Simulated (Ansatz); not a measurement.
Here is an Ansatz 0.2.0 calculation.

The input input.yaml:

```yaml
crystal:
  lattice:
    - [3.085, 0.0, 0.0]
    - [-1.5425, 2.6716883707, 0.0]
    - [0.0, 0.0, 3.523]
  atoms:
    - { symbol: Mg, position: [0.0, 0.0, 0.0] }
    - { symbol: B, position: [0.6666666667, 0.3333333333, 0.5] }
    - { symbol: B, position: [0.3333333333, 0.6666666667, 0.5] }
hamiltonian:
  xc: pbe
  pseudopotentials: { kind: paw, source: ansatz }
kpoints:
  mp_grid: { grid: [10, 10, 8] }
  band_path:
    path:
      - [[0.0, 0.0, 0.0], [0.5, 0.0, 0.0], [0.3333333333, 0.3333333333, 0.0], [0.0, 0.0, 0.0], [0.0, 0.0, 0.5], [0.5, 0.0, 0.5], [0.3333333333, 0.3333333333, 0.5], [0.0, 0.0, 0.5]]
      - [[0.5, 0.0, 0.5], [0.5, 0.0, 0.0]]
      - [[0.3333333333, 0.3333333333, 0.0], [0.3333333333, 0.3333333333, 0.5]]
    npoints: 14
scf:
  occupations: { method: fermi_dirac, width: 0.05 }
  n_extra_bands: 7
output:
  forces: true
  stress: true
  eigenvalues: true
  fatbands: false
```

Potentials or basis: Ansatz PAW earlier set.

Run with:

```sh
$ ansatz run input.yaml --threads 2 --pin off --max-ram 5632MiB --backend cpu --events-out ev --progress --plain --runs-dir out
```

What does it give for the pressure?

-1.0 GPa.

Estimate the band gap on the k mesh.

none (metal or under the smearing width).

Levels at the corners of the path, in eV from the Fermi level:
| point | band 5 | band 6 | band 7 | band 8 | band 9 | band 10 | band 11 | band 12 |
| --- | --- | --- | --- | --- | --- | --- | --- | --- |
| Γ | -12.45 | -2.97 | 0.32 | 0.32 | 1.61 | 6.26 | 6.26 | 8.03 |
| M | -8.56 | -7.86 | -2.21 | 0.17 | 3.04 | 3.83 | 5.28 | 7.05 |
| K | -7.29 | -7.29 | -5.88 | 1.76 | 1.76 | 6.13 | 6.13 | 8.75 |
| Γ | -12.45 | -2.97 | 0.32 | 0.32 | 1.61 | 6.26 | 6.26 | 8.03 |
| A | -11.16 | -7.46 | 0.70 | 0.70 | 6.60 | 6.60 | 7.90 | 9.80 |
| L | -7.60 | -6.94 | -3.59 | -1.91 | -1.34 | 5.66 | 8.72 | 8.85 |
| H | -6.40 | -6.40 | -5.20 | -2.04 | -2.04 | 3.52 | 11.59 | 11.85 |
| A | -11.16 | -7.46 | 0.70 | 0.70 | 6.60 | 6.60 | 7.90 | 9.80 |
| L | -7.60 | -6.94 | -3.59 | -1.91 | -1.34 | 5.66 | 8.72 | 8.85 |
| M | -8.56 | -7.86 | -2.21 | 0.17 | 3.04 | 3.83 | 5.28 | 7.05 |
| K | -7.29 | -7.29 | -5.88 | 1.76 | 1.76 | 6.13 | 6.13 | 8.75 |
| H | -6.40 | -6.40 | -5.20 | -2.04 | -2.04 | 3.52 | 11.59 | 11.85 |
